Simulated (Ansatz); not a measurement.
Cu:

```
Cu
1.0
    -1.44279    1.44279    1.37608
     1.44279   -1.44279    1.37608
     1.44279    1.44279   -1.37608
Cu
1
Direct
  0.00000 0.00000 0.00000
```

This isn't the form of Cu at room conditions, which is fcc.

```yaml
Program: Ansatz 0.2.0
Task: single point
Functional: PBE
Potentials_or_basis: all-electron LAPW, scalar-relativistic
Cutoff: 322 eV (chosen from the basis error)
Basis_error_allowed: 0.001 eV/atom
k_mesh: 13 × 13 × 13
Occupations: fermi-dirac, width 0.05 eV
Spin: no spin polarisation
```

On this cell: pressure 7.3 GPa; band gap on the k mesh none (metal or under the smearing width).

The same run follows on a disturbed copy (cell strained at random at fixed volume):

```xyz
1
Lattice="-1.4108 1.4416 1.3667 1.3919 -1.4546 1.3605 1.4610 1.5047 -1.3803" Properties=species:S:1:pos:R:3 pbc="T T T"
Cu   -0.0015    0.0446    0.0097
```

**Question.** What changes?

**Answer.** The energy (extrapolated to zero smearing) moves by +5.0 meV/atom; pressure 7.7 GPa; band gap on the k mesh none (metal or under the smearing width).

Stress tensor (GPa, compression positive):
```
 6.39 -4.63  1.42
-4.63  8.71  0.93
 1.42  0.93  7.94
```
